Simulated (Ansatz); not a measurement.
Pt: equation of state with PBEsol

The system is Pt.

```xyz
2
Lattice="2.7607 0.0000 0.0000 -1.3803 2.3908 0.0000 0.0000 0.0000 4.7921" Properties=species:S:1:pos:R:3 pbc="T T T"
Pt    0.0000    1.5939    1.1980
Pt    1.3803    0.7969    3.5941
```

This isn't the form of Pt at room conditions, which is fcc.

```yaml
Program: Ansatz 0.2.0
Task: equation of state
Functional: PBEsol
Potentials_or_basis: all-electron LAPW, scalar-relativistic
Basis_error_allowed: 0.001 eV/atom
k_mesh: 11 × 11 × 6
Occupations: fermi-dirac, width 0.05 eV
Spin: no spin polarisation
```

* Equilibrium volume: 15.16 Å³/atom
* Bulk modulus at fixed shape and positions: 281 GPa
* Pressure derivative of the bulk modulus: 5.4

Energy against volume, from the lowest point:
| volume (Å³/atom) | energy (meV/atom) |
| --- | --- |
| 14.866 | 5.03 |
| 15.182 | 0.00 |
| 15.498 | 6.45 |
| 15.815 | 22.93 |
| 16.131 | 48.19 |
| 16.447 | 81.09 |
| 16.763 | 120.66 |

All runs of the series together: 4.9 min on 1 thread of Intel(R) Xeon(R) Processor @ 2.70GHz (shared host).

Caveat: the cell was scaled at fixed shape and fractional positions, which overstates the stiffness of a crystal with free parameters, most of all of layers and chains. Spin-orbit coupling is left out, which matters for the levels of Pt.
